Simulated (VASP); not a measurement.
Wanted: the native input for a VASP 6.6.1 run.

| Quantity | Value |
| --- | --- |
| Task | single point |
| Functional | PBE |
| Dispersion | D3(BJ) |
| Potentials or basis | VASP PAW PBE potentials, release 64 (Te, Pt) |
| Cutoff | 520 eV |
| k mesh | 6 × 6 × 4 |
| Occupations | gaussian, width 0.1 eV |
| Spin | no spin polarisation |
| Dipole correction | no |
| Further INCAR settings | ALGO = Normal; EDIFF = 1e-06; NBANDS = 18 |

The structure of Te2Pt (Moncheite) lies in POSCAR:

```
Te2Pt
1.0
    4.0100000000      0.0000000000      0.0000000000
   -2.0050000000      3.4727618692      0.0000000000
    0.0000000000      0.0000000000      5.2010000000
Te Pt
2 1
Direct
    0.3333333333      0.6666666667      0.2500000000
    0.6666666667      0.3333333333      0.7500000000
    0.0000000000      0.0000000000      0.0000000000
```

The input as run:

INCAR

```
  PREC = Accurate
  ENCUT = 520
  EDIFF = 1E-6
  ISMEAR = 0
  SIGMA = 0.1
  LREAL = F
  LASPH = T
  NELM = 60
  ALGO = Normal
  ISIF = 2
  LWAVE = F
  LCHARG = F
  GGA = PE
  IVDW = 12
  NBANDS = 18
```

KPOINTS

```
regular mesh
0
Gamma
  6 6 4
```

Potentials or basis: VASP PAW PBE potentials, release 64 (Te, Pt).

Command:

```bash
$ cat potpaw_PBE.64/Te/POTCAR potpaw_PBE.64/Pt/POTCAR > POTCAR
$ mpirun -np 1 vasp_std > vasp.out
```

Results of the run:

| Quantity | Value |
| --- | --- |
| Pressure | 4.6 GPa |
| Largest force | 1.066 eV/Å |
| Band gap on the k mesh | none (metal or under the smearing width) |
| Dispersion energy per atom | -0.564 eV |

Caveat: pairwise dispersion overbinds metals, which lowers pressure and volume; forces of over 1 eV/Å show positions far from the minimum, so gaps and moduli don't describe the material at rest.

Wall time 13 s on 1 thread of Intel(R) Xeon(R) 6975P-C (Granite Rapids), with other jobs on the host, peak memory 0.19 GiB.
